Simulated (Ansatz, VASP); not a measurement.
**GaSb: VASP beside Ansatz**

Contents of INCAR:

```
ALGO = Fast
EDIFF = 1E-7
ENCUT = 520
GGA = PE
ISIF = 2
ISMEAR = 0
LASPH = True
LCHARG = True
LELF = True
LREAL = False
LVHAR = True
LWAVE = False
NELM = 60
PREC = Accurate
SIGMA = 0.028999999999999998
```

The input KPOINTS:

```
k-points
0
Gamma
  8 8 8
```

The input POSCAR:

```
GaSb
1.0
    0.0000000000      3.0590000000      3.0590000000
    3.0590000000      0.0000000000      3.0590000000
    3.0590000000      3.0590000000      0.0000000000
Sb Ga
1 1
Direct
    0.7500000000      0.7500000000      0.7500000000
    0.0000000000      0.0000000000      0.0000000000
```

Contents of input.yaml:

```yaml
crystal:
  lattice:
    - [0.0, 3.059, 3.059]
    - [3.059, 0.0, 3.059]
    - [3.059, 3.059, 0.0]
  atoms:
    - { symbol: Sb, position: [0.75, 0.75, 0.75] }
    - { symbol: Ga, position: [0.0, 0.0, 0.0] }
hamiltonian:
  xc: pbe
  pseudopotentials: { kind: paw }
kpoints:
  mp_grid: { grid: [8, 8, 8] }
scf:
  occupations: { method: gaussian, width: 0.029 }
output:
  forces: true
  stress: true
  eigenvalues: true
```

Alike in both runs: task single point; functional PBE; k mesh 8 × 8 × 8; occupations gaussian, width 0.029 eV; no spin polarisation.

```csv
,VASP,Ansatz
version,VASP 6.6.1,Ansatz 0.2.0
potentials or method,"VASP PAW PBE potentials, release 64 (Sb, Ga_d)",Ansatz PAW
plane-wave cutoff (eV),520,420
valence electrons in the cell,18,28
```

VASP gave:

```
gap on the k mesh at the Fermi level (eV) : 0.04
least direct gap on the mesh (eV)         : 0.04
pressure (GPa)                            : 2.4
```

What did Ansatz give for the same quantities?

gap on the k mesh at the Fermi level (eV): 0.03; least direct gap on the mesh (eV): 0.03; pressure (GPa): 2.3.

The two sets of potentials don't hold the same shells in valence.

Caveats: spin-orbit coupling is left out, which moves the levels of the heavy elements. A k mesh can miss the band edges. A hybrid or GW would open this gap; PBE tends to underestimate it.
